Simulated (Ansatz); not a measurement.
# Symmetry broken, then relaxed in C

Computed with DFT r2SCAN, scalar-relativistic, plane waves, PAW (Ansatz). The runs took a 500 eV cutoff, a Γ-centred 12×12×6 mesh and Gaussian smearing (0.05 eV). No spin polarisation. Energies are free energies at this smearing, counted from the undisturbed cell; pressure is positive in compression.

Reference structure (relaxed at this level):

```yaml
crystal:
  lattice:
    - [2.50319, 0.00000, 0.00000]
    - [-1.25160, 2.16783, 0.00000]
    - [0.00000, 0.00000, 4.16888]
  atoms:
    - { symbol: C, position: [0.33333, 0.66667, 0.06273] }
    - { symbol: C, position: [0.66667, 0.33333, 0.56273] }
    - { symbol: C, position: [0.33333, 0.66667, 0.43727] }
    - { symbol: C, position: [0.66667, 0.33333, 0.93727] }
```

The atoms are displaced (Å, in the unstrained cell):

```
atom ux uy uz
  C1   0.023   0.016  -0.016
  C2  -0.029  -0.007   0.003
  C3  -0.005   0.003   0.000
  C4   0.012  -0.013   0.013
```

Cell and atoms are then relaxed.

Task: Does the relaxation return to the undisturbed structure?

Result: Yes (up to a choice of domain or origin): same space group and volume, and an energy 0.0 meV/atom from it. The disturbance itself cost 12.9 meV/atom. The final space group reads P6_3/mmc (tolerance 0.05 Å) and the volume changes by 0.00 %.

Final structure:

```yaml
crystal:
  lattice:
    - [2.50323, 0.00006, 0.00000]
    - [-1.25156, 2.16770, -0.00002]
    - [0.00001, -0.00004, 4.16916]
  atoms:
    - { symbol: C, position: [0.33318, 0.66662, 0.06273] }
    - { symbol: C, position: [0.66682, 0.33339, 0.56274] }
    - { symbol: C, position: [0.33341, 0.66665, 0.43726] }
    - { symbol: C, position: [0.66658, 0.33334, 0.93727] }
```

The relaxation, step by step (energy from the first step; small jumps at an unchanged geometry come where the plane waves are selected anew for the new cell):

```tsv
step	ΔE (meV/atom)	largest force component (eV/Å)	pressure (GPa)
1	0.0	1.136	0.63
2	-10.0	0.421	-0.10
3	-12.7	0.159	-0.01
4	-12.9	0.007	-0.01
5	-12.9	0.007	-0.01
```